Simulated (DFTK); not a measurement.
BN:

```
N B
1.0
     2.49824    0.00000    0.00000
    -1.24912    2.16354    0.00000
     0.00000    0.00000    6.63570
N B
2 2
Direct
  0.66667 0.33333 0.25000
  0.33333 0.66667 0.75000
  0.66667 0.33333 0.75000
  0.33333 0.66667 0.25000
```

Program: DFTK 0.8.2. Alike in all runs: no spin polarisation; cell as given; smearing fermi-dirac 0.05 eV.

Problem. Order these runs on this cell by their band gap on the k mesh, lowest first.
A. level TASK; potentials or basis cp2k.nc.sr.pbe.v0_1.largecore.gth (PBE, GTH); k mesh 7 × 7 × 2; cutoff (eV) 2122; SCF solver ScfAndersonSolver; mesh quality coarse
B. level r2SCAN; potentials or basis cp2k.nc.sr.pbe.v0_1.largecore.gth (PBE, GTH); k mesh 7 × 7 × 2; cutoff (eV) 2122; mesh quality coarse
C. level PBEsol; potentials or basis dojo.nc.sr.pbesol.v0_4_1.standard.upf (PBEsol); k mesh 12 × 12 × 4; cutoff (eV) 1143; mesh quality not flagged

Solution. C (4.21 eV), B (5.14 eV), A (6.09 eV).

Caveats: some runs use coarse meshes; the mesh misses the band edges, which the band path finds closer together (some runs).

A k mesh can miss the band edges, odd and even meshes differently.

Runs at the PBE level aren't shown here.
